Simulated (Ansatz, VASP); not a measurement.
Two plane-wave programs on LiF

File INCAR:

```
SYSTEM = LiF
ALGO = Normal ; EDIFF = 1E-6
ENCUT = 520 ; GGA = CA
ISIF = 2 ; ISMEAR = 0
LASPH = .TRUE. ; LCHARG = .FALSE.
LREAL = .FALSE. ; LWAVE = .FALSE.
NBANDS = 12 ; NELM = 60
PREC = Accurate ; SIGMA = 0.05
```

File KPOINTS:

```
k-points
0
G
  10 10 10
  0 0 0
```

The input POSCAR:

```
LiF
1.0
    0.0000000000      2.1147000000      1.9133000000
    2.1147000000      0.0000000000      1.9133000000
    2.1147000000      2.1147000000      0.0000000000
Li F
1 1
Direct
    0.0000000000      0.0000000000      0.0000000000
    0.5000000000      0.5000000000      0.5000000000
```

Input for Ansatz:

```yaml
crystal:
  lattice:
    - [0.0, 2.1147, 1.9133]
    - [2.1147, 0.0, 1.9133]
    - [2.1147, 2.1147, 0.0]
  atoms:
    - { symbol: Li, position: [0.0, 0.0, 0.0] }
    - { symbol: F, position: [0.5, 0.5, 0.5] }
basis:
  ecutwfc: 420
kpoints:
  mp_grid: { grid: [10, 10, 10] }
hamiltonian:
  xc: lda
scf:
  occupations: { method: gaussian, width: 0.05 }
output:
  forces: true
  stress: true
  eigenvalues: true
```

Change from the starting cell: strain +0.050 along x and y, -0.050 along z, atoms carried along.

Alike in both runs: task single point; functional LDA; k mesh 10 × 10 × 10; occupations gaussian, width 0.05 eV; no spin polarisation.

```csv
,VASP,Ansatz
version,VASP 6.6.1,Ansatz 0.2.0
potentials or method,"VASP PAW LDA potentials, release 64 (Li_sv, F)","scalar-relativistic, plane waves, PAW"
plane-wave cutoff (eV),520,420
valence electrons in the cell,10,10
```

|  | VASP | Ansatz | Ansatz less VASP |
| --- | --- | --- | --- |
| gap on the k mesh at the Fermi level (eV) | 8.32 | 8.32 | +0.009 |
| least direct gap on the mesh (eV) | 8.32 | 8.32 | +0.009 |

 A k mesh can miss the band edges.
